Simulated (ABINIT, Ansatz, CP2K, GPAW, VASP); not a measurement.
InPd: programs and potentials compared

```
CELL_PARAMETERS angstrom
3.27188 0.00000 0.00000
0.00000 3.27188 0.00000
0.00000 0.00000 3.27188
ATOMIC_POSITIONS crystal
In 0.00000 0.00000 0.00000
Pd 0.50000 0.50000 0.50000
```

The cell comes from a database or a generator and needn't be the stable form of this composition.

Alike in all runs: task single point; functional PBEsol; k mesh 8 × 8 × 8; occupations fermi-dirac, width 0.05 eV; no spin polarisation; no spin-orbit coupling. Pressure is positive in compression and, in plane waves, holds the error of the finite cutoff.

| program and potentials | plane-wave cutoff (eV) | notes | band gap (eV) | pressure (GPa) |
| --- | --- | --- | --- | --- |
| GPAW, PAW data sets generated for this functional | 600 | 14.5 valence electrons an atom on average | no gap | -3.14 |
| Ansatz, all-electron LAPW, scalar-relativistic | - | - | no gap | -2.97 |
| VASP, PBE PAW files In_d, Pd, 520 eV | 520 | potentials made for PBE; 11.5 valence electrons an atom on average | no gap | -2.89 |
| ABINIT, PseudoDojo NC SR PBEsol v0.4.1 standard | 1116 | 15.5 valence electrons an atom on average | no gap | -2.78 |
| CP2K, POTENTIAL_UZH In GTH-PBE-q13, Pd GTH-PBE-q18; TZVP-MOLOPT-PBE-GTH basis | - | atomic basis; potentials made for PBE; 15.5 valence electrons an atom on average | no gap | -1.29 |

None finds a gap. The pressure spans -3.14 (GPAW, PAW data sets generated for this functional) to -1.29 GPa (CP2K, POTENTIAL_UZH In GTH-PBE-q13, Pd GTH-PBE-q18; TZVP-MOLOPT-PBE-GTH basis), with all-electron results at -2.97. The pressure on the cell as given of CP2K, POTENTIAL_UZH In GTH-PBE-q13, Pd GTH-PBE-q18; TZVP-MOLOPT-PBE-GTH basis lies far from the others; the cause wasn't traced. Rows in atomic bases carry the error of their basis and grid, which can be large.

Differences between rows come from potentials, basis sets and numerical settings, since the functional is the same but for its coding. Runs on potential files found faulty are left out.
